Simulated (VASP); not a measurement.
# InSe (P6_3/mmc) in VASP: notebook, part 2 of 2

VASP 6.6.1. The steps go on from the part before.

### Step 4. Relaxation of cell and atoms, PBEsol

This run uses another cell than the first one, of 29.63 Å³/atom, 0.897 times its volume.

INCAR reads:

```
PREC = Accurate
ENCUT = 600
EDIFF = 1E-7
ISMEAR = 0
SIGMA = 0.03
LREAL = False
LASPH = True
NELM = 80
ALGO = Normal
ISIF = 3
LWAVE = False
LCHARG = False
GGA = PS
IBRION = 2
NSW = 90
EDIFFG = -0.005
KPAR = 2
```

KPOINTS reads:

```
regular mesh
0
Gamma
  9 9 2
```

POSCAR reads:

```
InSe                                    
1.0
    4.0070501912      0.0000000000     -0.0000000000
   -2.0035250956      3.4702072598      0.0000000000
   -0.0000000000     -0.0000000000     17.0470414493
  In              Se            
     4     4
Direct
     0.3333333332999970    0.6666666667000030    0.1685861434600916
     0.6666666667000030    0.3333333332999970    0.6685861434600915
     0.3333333332999970    0.6666666667000030    0.3314138565399083
     0.6666666667000030    0.3333333332999970    0.8314138565399085
     0.3333333332999970    0.6666666667000030    0.5934851952180736
     0.6666666667000030    0.3333333332999970    0.0934851952180737
     0.3333333332999970    0.6666666667000030    0.9065148047819263
     0.6666666667000030    0.3333333332999970    0.4065148047819263
```

Potentials or basis: VASP PAW PBE potentials, release 64 (In_d, Se).

Started as:

```bash
> cat potpaw_PBE.64/In_d/POTCAR potpaw_PBE.64/Se/POTCAR > POTCAR
> mpirun -np 2 vasp_std > vasp.out
```

OUTCAR:

```text
PREC = Accurate
   ENCUT = 600
   EDIFF = 1E-7
   ISMEAR = 0
   LREAL = False
   LASPH = True
   NELM = 80
   ISIF = 3
   GGA = PS
   IBRION = 2
   NSW = 90
   EDIFFG = -0.005

 ion  position               nearest neighbor table
   1  0.333  0.667  0.169-   6 2.64   6 2.64   6 2.64   3 2.78
   2  0.667  0.333  0.669-   5 2.64   5 2.64   5 2.64   4 2.78
   3  0.333  0.667  0.331-   8 2.64   8 2.64   8 2.64   1 2.78
   4  0.667  0.333  0.831-   7 2.64   7 2.64   7 2.64   2 2.78
   5  0.333  0.667  0.593-   2 2.64   2 2.64   2 2.64
   6  0.667  0.333  0.093-   1 2.64   1 2.64   1 2.64
[... 1420 lines left out ...]
  Total       -0.0197732     -0.0197732     -0.0181739      0.0000000      0.0000000      0.0000000
  in kB       -0.1336038     -0.1336038     -0.1227980      0.0000000      0.0000000      0.0000000
  external PRESSURE =      -0.1300019 kB  Pullay stress =       0.0000000 kB

 VOLUME and BASIS-vectors are now :
 -----------------------------------------------------------------------------
  energy-cutoff  :      600.00
  volume of cell :      237.12
      direct lattice vectors                 reciprocal lattice vectors
     4.007467676  0.000000000  0.000000000     0.249534140  0.144068603  0.000000000
    -2.003733838  3.470568812 -0.000000000     0.000000000  0.288137206  0.000000000
     0.000000000 -0.000000000 17.048943834     0.000000000  0.000000000  0.058654660

 POSITION                                       TOTAL-FORCE (eV/Angst)
 -----------------------------------------------------------------------------------
     -0.00000      2.31371      2.87425        -0.000000     -0.000000     -0.003557
      2.00373      1.15686     11.39872         0.000000      0.000000     -0.003557
     -0.00000      2.31371      5.65022        -0.000000      0.000000      0.003557
      2.00373      1.15686     14.17470         0.000000      0.000000      0.003557
     -0.00000      2.31371     10.11787        -0.000000     -0.000000     -0.003267
      2.00373      1.15686      1.59340         0.000000     -0.000000     -0.003267
     -0.00000      2.31371     15.45554         0.000000      0.000000      0.003267
      2.00373      1.15686      6.93107         0.000000     -0.000000      0.003267
 -----------------------------------------------------------------------------------
    total drift:                               -0.000000      0.000000      0.000000

  FREE ENERGIE OF THE ION-ELECTRON SYSTEM (eV)
  ---------------------------------------------------
  free  energy   TOTEN  =       -31.1966167829 eV

  energy  without entropy=      -31.1966167829  energy(sigma->0) =      -31.19661678

 reached required accuracy - stopping structural energy minimisation
```

OSZICAR:

```text
N       E                     dE             d eps       ncg     rms          rms(c)
DAV:   1     0.820149230198E+03    0.82015E+03   -0.36964E+04  2160   0.206E+03
DAV:   2     0.987184985672E+02   -0.72143E+03   -0.70728E+03  2160   0.515E+02
DAV:   3    -0.231860309757E+02   -0.12190E+03   -0.11749E+03  2638   0.211E+02
DAV:   4    -0.317822885882E+02   -0.85963E+01   -0.85341E+01  2528   0.537E+01
[... 16 lines left out ...]
DAV:   3    -0.311966195677E+02    0.10637E-04   -0.32349E-05  2886   0.673E-02    0.994E-03
DAV:   4    -0.311966184276E+02    0.11401E-05   -0.26459E-06  2626   0.864E-03    0.462E-03
DAV:   5    -0.311966174145E+02    0.10131E-05   -0.42504E-07  2023   0.953E-03    0.221E-03
DAV:   6    -0.311966168335E+02    0.58093E-06   -0.21026E-07  1750   0.256E-03    0.868E-04
DAV:   7    -0.311966167829E+02    0.50632E-07   -0.37389E-08  1340   0.176E-03
   2 F= -.31196617E+02 E0= -.31196617E+02  d E =-.859253E-05
```

It took 4.9 min on 2 MPI ranks of AMD EPYC 7R13 (Zen 3), shared host; peak memory 0.52 GiB.

What came out:

```
Free energy                            : -31.1966 eV
Relaxed volume                         : 29.64 Å³/atom
Relaxed cell                           : a = 4.007 Å, b = 4.007 Å, c = 17.049 Å, α = 90.00°, β = 90.00°, γ = 120.00°
Space group after relaxing (to 0.05 Å) : P6_3/mmc (No. 194)
Energy gained by relaxing              : 0.0 meV/atom
Ionic steps                            : 2
Pressure after relaxing                : 0.0 GPa
Largest force after relaxing           : 0.004 eV/Å
Band gap on the k mesh                 : 0.44 eV, direct
```

Forces on the atoms (eV/Å):
```
In   0.000  0.000 -0.004
In   0.000  0.000 -0.004
In   0.000  0.000  0.004
In   0.000  0.000  0.004
Se   0.000  0.000 -0.003
Se   0.000  0.000 -0.003
Se   0.000  0.000  0.003
Se   0.000  0.000  0.003
```

Final structure:
```
In Se
1.0
     4.00747    0.00000    0.00000
    -2.00373    3.47057    0.00000
     0.00000    0.00000   17.04894
In Se
4 4
Direct
  0.33333 0.66667 0.16859
  0.66667 0.33333 0.66859
  0.33333 0.66667 0.33141
  0.66667 0.33333 0.83141
  0.33333 0.66667 0.59346
  0.66667 0.33333 0.09346
  0.33333 0.66667 0.90654
  0.66667 0.33333 0.40654
```

Levels at points of the mesh, in eV from the valence-band top:
| k point | band 34 | band 35 | band 36 | band 37 | band 38 | band 39 | band 40 | band 41 | band 42 | band 43 |
| --- | --- | --- | --- | --- | --- | --- | --- | --- | --- | --- |
| (0.00, 0.00, 0.00) | -1.11 | -1.11 | -1.03 | -1.03 | 0.00 | 0.44 | 1.66 | 2.11 | 2.12 | 4.29 |
| (0.00, 0.00, 0.50) | -1.06 | -1.06 | -1.06 | -0.86 | -0.86 | 1.21 | 1.21 | 2.12 | 2.12 | 4.34 |

Caveat: the PAW data sets were made with another functional, which shifts forces and pressure a little; spin-orbit coupling is left out, which moves the levels of the heavy elements; this functional lacks dispersion, which binds the layers, so the pressure and a relaxed spacing across them are unreliable. Expect the measured gap to be larger: semilocal functionals such as PBEsol lack the derivative discontinuity.
